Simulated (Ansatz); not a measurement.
# Indium, hcp under BLYP: from relaxation to bulk modulus, part 2 of 2

The plan for indium in the hcp structure: relax it, solve it on a dense k-mesh, then scale the cell to 7 volumes from 88 to 112 % of the relaxed one and try a fit of the equation of state. Spin polarisation is left out. The k-meshes are 11×11×6 for the relaxation; 17×17×9 for the dense run; 12×12×6 for the volumes.

Ansatz 0.2.0; DFT, BLYP, plane waves (420 eV) with PAW, scalar-relativistic.

### 6 Volume × 0.96

This is In in the hcp structure; at room conditions it is tetragonal.

input.yaml

```yaml
crystal:
  lattice:
    - [3.5119261836, 0.0, 0.0]
    - [-1.7559630918, 3.0414172913, 0.0]
    - [0.0, 0.0, 5.6439751016]
  atoms:
    - { symbol: In, position: [0.3333333333, 0.6666666667, 0.25] }
    - { symbol: In, position: [0.6666666667, 0.3333333333, 0.75] }
hamiltonian:
  xc: blyp
  pseudopotentials:
    kind: paw
    azcp:
      In: "pseudopotentials/In.paw.azcp"
basis:
  ecutwfc: 420
  fft_grid_basis: typed
kpoints:
  mp_grid: { grid: [12, 12, 6], shift: [0, 0, 0] }
magnetization:
  spin_polarized: false
scf:
  occupations: { method: fermi_dirac, width: 0.1 }
  lower_state_search: "off"
output:
  stress: true
  write_density: true
  write_potential: true
  elf: true
  volumetric_format: npy
```

Standard output, cut to the lines that bear on the results:

```text
Warning: RAYON_NUM_THREADS=2 ignored (pool sized by the plan → 2); use --threads N
[...]
Pseudopotentials: kind: paw
Pseudopotential: In, paw, valence charge 13, recommended cutoff 420 eV (normal), <dir>
Functional definition: BLYP
[...]
Crystal: 2 atoms, lattice volume = 60.285 Å³
Basis set: ecut = 420 eV, 1165 PW (Γ), exchange–correlation on 48×48×80 points (8 copies of the dense FFT grid, shifted against one another)
Bands: 17, of which v1, the nominal top of the filled ones, is band 13 counted from 1 (12 counted from 0)
Symmetry: 24 space group operations
Space group: P63/mmc (ITA 194), of the structure as read, at distance tolerance 3.9e-5 Å
k-points: 76 of 864
[...]
SCF iter   1: F=—  HF=-11227.630362 eV  |F-HF|=—  |Δ(HF+E_count)|=         —  Δρ=5.78e-3  dr2=1.38e-2  ethr=1.77e-3  ⟨swp⟩=5.6  Hψ=6403  notcnv=0
[...]
SCF iter   7: F=-11227.630213 eV  HF=-11227.630213 eV  |F-HF|=1.30e-8  |Δ(HF+E_count)|=   2.20e-6  Δρ=1.02e-5  dr2=6.11e-8  ethr=3.85e-10  ⟨swp⟩=7.9  Hψ=9571  notcnv=0
[...]
SCF converged after 7 iterations
Free energy (F): -11227.630213 eV
[...]
E sigma→0 (E₀):  -11227.610837 eV
Entropy (-TS):   -0.038752 eV (-19.376 meV/atom)
Fermi energy:    8.810555 eV
[...]
--- Stress (GPa, compression-positive) ---
        1.041641       0.000000       0.000000
        0.000000       1.041641       0.000000
        0.000000       0.000000       1.133599
  P = ⅓ Tr σ = 1.0723 GPa (10.723 kbar)
--- Band table (eV; the first three rows and the last of 76) ---
  k-point 0: bands = ["-5.7514", "-5.7170", "-5.7078", "-5.7078", "-5.6886", "-5.6886", "-5.6566", "-5.6566", "-5.5125", "-5.5125", "0.1944", "4.5997", "6.2103", "15.8524", "15.8524", "17.5743", "17.5743"]
[...]
```

It took 4.9 s on 2 threads of Intel Xeon Platinum 8259CL at 2.50GHz (Skylake/Cascade Lake), shared host; peak memory 0.42 GiB.

### 7 Volume × 1.0

input.yaml: that of step 6 with these lines changed.

```diff
@@ -2,5 +2,5 @@
   lattice:
-    - [3.5119261836, 0.0, 0.0]
-    - [-1.7559630918, 3.0414172913, 0.0]
-    - [0.0, 0.0, 5.6439751016]
+    - [3.5600407404, 0.0, 0.0]
+    - [-1.7800203702, 3.0830857197, 0.0]
+    - [0.0, 0.0, 5.7212994376]
   atoms:
@@ -26,5 +26 @@
   stress: true
-  write_density: true
-  write_potential: true
-  elf: true
-  volumetric_format: npy
```

Standard output, cut to the lines that bear on the results:

```text
Warning: RAYON_NUM_THREADS=2 ignored (pool sized by the plan → 2); use --threads N
[...]
[... 3 set-up lines as earlier in the session ...]
[...]
Crystal: 2 atoms, lattice volume = 62.796 Å³
Basis set: ecut = 420 eV, 1237 PW (Γ), exchange–correlation on 48×48×80 points (8 copies of the dense FFT grid, shifted against one another)
Bands: 17, of which v1, the nominal top of the filled ones, is band 13 counted from 1 (12 counted from 0)
[... 2 set-up lines as earlier in the session ...]
k-points: 76 of 864
[...]
SCF iter   1: F=—  HF=-11227.639046 eV  |F-HF|=—  |Δ(HF+E_count)|=         —  Δρ=5.77e-3  dr2=1.49e-2  ethr=1.77e-3  ⟨swp⟩=5.6  Hψ=6403  notcnv=0
[...]
SCF iter   7: F=-11227.638914 eV  HF=-11227.638914 eV  |F-HF|=4.42e-9  |Δ(HF+E_count)|=   1.26e-6  Δρ=6.64e-6  dr2=3.96e-8  ethr=3.85e-10  ⟨swp⟩=3.8  Hψ=5964  notcnv=0
[...]
SCF converged after 7 iterations
Free energy (F): -11227.638914 eV
[...]
E sigma→0 (E₀):  -11227.619393 eV
Entropy (-TS):   -0.039041 eV (-19.521 meV/atom)
Fermi energy:    8.329623 eV
[...]
--- Stress (GPa, compression-positive) ---
        0.103309       0.000000       0.000000
        0.000000       0.103309       0.000000
        0.000000       0.000000       0.022270
  P = ⅓ Tr σ = 0.0763 GPa (0.763 kbar)
```

Run time: 3.6 s. Hardware: 2 threads of Intel Xeon Platinum 8259CL at 2.50GHz (Skylake/Cascade Lake), shared host; peak memory 0.42 GiB.

### 8 Volume × 1.04

input.yaml: that of step 7 with these lines changed.

```diff
@@ -2,5 +2,5 @@
   lattice:
-    - [3.5600407404, 0.0, 0.0]
-    - [-1.7800203702, 3.0830857197, 0.0]
-    - [0.0, 0.0, 5.7212994376]
+    - [3.6068887541, 0.0, 0.0]
+    - [-1.803444377, 3.1236572897, 0.0]
+    - [0.0, 0.0, 5.7965883273]
   atoms:
```

Standard output, cut to the lines that bear on the results:

```text
Warning: RAYON_NUM_THREADS=2 ignored (pool sized by the plan → 2); use --threads N
[...]
[... 3 set-up lines as earlier in the session ...]
[...]
Crystal: 2 atoms, lattice volume = 65.308 Å³
Basis set: ecut = 420 eV, 1267 PW (Γ), exchange–correlation on 50×50×80 points (8 copies of the dense FFT grid, shifted against one another)
Bands: 17, of which v1, the nominal top of the filled ones, is band 13 counted from 1 (12 counted from 0)
[... 2 set-up lines as earlier in the session ...]
k-points: 76 of 864
[...]
SCF iter   1: F=—  HF=-11227.633939 eV  |F-HF|=—  |Δ(HF+E_count)|=         —  Δρ=5.76e-3  dr2=1.62e-2  ethr=1.77e-3  ⟨swp⟩=5.7  Hψ=6412  notcnv=0
[...]
SCF iter   7: F=-11227.633717 eV  HF=-11227.633717 eV  |F-HF|=9.83e-9  |Δ(HF+E_count)|=   6.06e-7  Δρ=5.13e-6  dr2=1.94e-8  ethr=3.85e-10  ⟨swp⟩=3.1  Hψ=5202  notcnv=0
[...]
SCF converged after 7 iterations
Free energy (F): -11227.633717 eV
[...]
E sigma→0 (E₀):  -11227.614099 eV
Entropy (-TS):   -0.039236 eV (-19.618 meV/atom)
Fermi energy:    7.888580 eV
[...]
--- Stress (GPa, compression-positive) ---
       -0.631472      -0.000000       0.000000
        0.000000      -0.631472       0.000000
        0.000000       0.000000      -0.860573
  P = ⅓ Tr σ = -0.7078 GPa (-7.078 kbar)
```

It took 3.7 s on 2 threads of Intel Xeon Platinum 8259CL at 2.50GHz (Skylake/Cascade Lake), shared host; peak memory 0.42 GiB.

### 9 Volume × 1.08

input.yaml: that of step 8 with these lines changed.

```diff
@@ -2,5 +2,5 @@
   lattice:
-    - [3.6068887541, 0.0, 0.0]
-    - [-1.803444377, 3.1236572897, 0.0]
-    - [0.0, 0.0, 5.7965883273]
+    - [3.6525504212, 0.0, 0.0]
+    - [-1.8262752106, 3.1632014534, 0.0]
+    - [0.0, 0.0, 5.8699706532]
   atoms:
@@ -26 +26,5 @@
   stress: true
+  write_density: true
+  write_potential: true
+  elf: true
+  volumetric_format: npy
```

Standard output, cut to the lines that bear on the results:

```text
Warning: RAYON_NUM_THREADS=2 ignored (pool sized by the plan → 2); use --threads N
[...]
[... 3 set-up lines as earlier in the session ...]
[...]
Crystal: 2 atoms, lattice volume = 67.820 Å³
Basis set: ecut = 420 eV, 1315 PW (Γ), exchange–correlation on 50×50×80 points (8 copies of the dense FFT grid, shifted against one another)
Bands: 17, of which v1, the nominal top of the filled ones, is band 13 counted from 1 (12 counted from 0)
[... 1 set-up line as earlier in the session ...]
Space group: P63/mmc (ITA 194), of the structure as read, at distance tolerance 4.1e-5 Å
k-points: 76 of 864
[...]
SCF iter   1: F=—  HF=-11227.618053 eV  |F-HF|=—  |Δ(HF+E_count)|=         —  Δρ=5.78e-3  dr2=1.77e-2  ethr=1.77e-3  ⟨swp⟩=5.6  Hψ=6381  notcnv=0
[...]
SCF iter   7: F=-11227.617601 eV  HF=-11227.617601 eV  |F-HF|=2.35e-8  |Δ(HF+E_count)|=   1.07e-6  Δρ=4.45e-6  dr2=1.81e-8  ethr=3.85e-10  ⟨swp⟩=6.8  Hψ=8451  notcnv=0
[...]
SCF converged after 7 iterations
Free energy (F): -11227.617601 eV
[...]
E sigma→0 (E₀):  -11227.597891 eV
Entropy (-TS):   -0.039420 eV (-19.710 meV/atom)
Fermi energy:    7.482376 eV
[...]
--- Stress (GPa, compression-positive) ---
       -1.208163       0.000000       0.000000
       -0.000000      -1.208163       0.000000
        0.000000       0.000000      -1.555562
  P = ⅓ Tr σ = -1.3240 GPa (-13.240 kbar)
--- Band table (eV; the first three rows and the last of 76) ---
  k-point 0: bands = ["-7.0353", "-7.0194", "-7.0140", "-7.0140", "-7.0012", "-7.0012", "-6.9772", "-6.9772", "-6.8729", "-6.8729", "-0.5179", "3.2589", "5.2590", "13.7817", "13.7817", "15.3096", "15.3096"]
[...]
```

It took 4.7 s on 2 threads of Intel Xeon Platinum 8259CL at 2.50GHz (Skylake/Cascade Lake), shared host; peak memory 0.43 GiB.

### 10 Volume × 1.12

input.yaml: that of step 9 with these lines changed.

```diff
@@ -2,5 +2,5 @@
   lattice:
-    - [3.6525504212, 0.0, 0.0]
-    - [-1.8262752106, 3.1632014534, 0.0]
-    - [0.0, 0.0, 5.8699706532]
+    - [3.6970981094, 0.0, 0.0]
+    - [-1.8485490547, 3.201780883, 0.0]
+    - [0.0, 0.0, 5.941562717]
   atoms:
@@ -26,5 +26 @@
   stress: true
-  write_density: true
-  write_potential: true
-  elf: true
-  volumetric_format: npy
```

Standard output, cut to the lines that bear on the results:

```text
Warning: RAYON_NUM_THREADS=2 ignored (pool sized by the plan → 2); use --threads N
[...]
[... 3 set-up lines as earlier in the session ...]
[...]
Crystal: 2 atoms, lattice volume = 70.332 Å³
Basis set: ecut = 420 eV, 1387 PW (Γ), exchange–correlation on 50×50×80 points (8 copies of the dense FFT grid, shifted against one another)
Bands: 17, of which v1, the nominal top of the filled ones, is band 13 counted from 1 (12 counted from 0)
[... 2 set-up lines as earlier in the session ...]
k-points: 76 of 864
[...]
SCF iter   1: F=—  HF=-11227.593755 eV  |F-HF|=—  |Δ(HF+E_count)|=         —  Δρ=5.87e-3  dr2=1.96e-2  ethr=1.77e-3  ⟨swp⟩=5.6  Hψ=6304  notcnv=0
[...]
SCF iter   7: F=-11227.592912 eV  HF=-11227.592912 eV  |F-HF|=5.83e-9  |Δ(HF+E_count)|=   8.76e-7  Δρ=6.48e-6  dr2=3.51e-8  ethr=3.85e-10  ⟨swp⟩=3.1  Hψ=5862  notcnv=0
[...]
SCF converged after 7 iterations
Free energy (F): -11227.592912 eV
[...]
E sigma→0 (E₀):  -11227.573074 eV
Entropy (-TS):   -0.039676 eV (-19.838 meV/atom)
Fermi energy:    7.106889 eV
[...]
--- Stress (GPa, compression-positive) ---
       -1.660701      -0.000000       0.000000
        0.000000      -1.660701       0.000000
        0.000000       0.000000      -2.098505
  P = ⅓ Tr σ = -1.8066 GPa (-18.066 kbar)
```

Wall time 3.9 s (2 threads of Intel Xeon Platinum 8259CL at 2.50GHz (Skylake/Cascade Lake), shared host); peak memory 0.42 GiB.

### 11 The equation of state

The cell was scaled evenly, with its shape and the fractional positions fixed.

```
V (Å³/atom)  E − E₀ (meV/atom)  P from the stress (GPa)  P from the fit (GPa)
     27.630               41.4                     3.94                  3.90
     28.886               17.3                     2.34                  2.31
     30.142                4.3                     1.07                  1.06
     31.398                0.0                     0.08                  0.07
     32.654                2.7                    -0.71                 -0.71
     33.910               10.8                    -1.32                 -1.33
     35.166               23.2                    -1.81                 -1.82
```

Fit (Birch-Murnaghan, third order): V₀ = 31.500 Å³/atom, B₀ = 22 GPa, B₀′ = 4.9, largest residual 0.01 meV/atom.

### 12 Results

What follows sums up all 2 parts.

| quantity | value |
| --- | --- |
| space group (spins left aside) | P6_3/mmc (No. 194) |
| conventional cell | a = 3.560 Å, c = 5.721 Å (c/a = 1.607) |
| volume | 31.398 Å³/atom |
| shortest distance | 3.522 Å |
| gap on the mesh | none (levels filled in part) |
| relative to body-centred tetragonal | -2 meV/atom |
| V₀, B₀, B₀′ | 31.500 Å³/atom, 22 GPa, 4.9 |

**Reading.** The relaxation enlarged the cell by 20.1 % in volume. Against the reference form of indium (body-centred tetragonal, computed apart with the same settings) it stands 2 meV/atom lower, within what mesh and smearing can decide. No gap shows: it is a metal or semimetal at this level. B₀ comes out at 22 GPa; letting shape and positions relax at each volume could only lower it. The symmetry was held, so the structure may be unstable against distortions that break it.
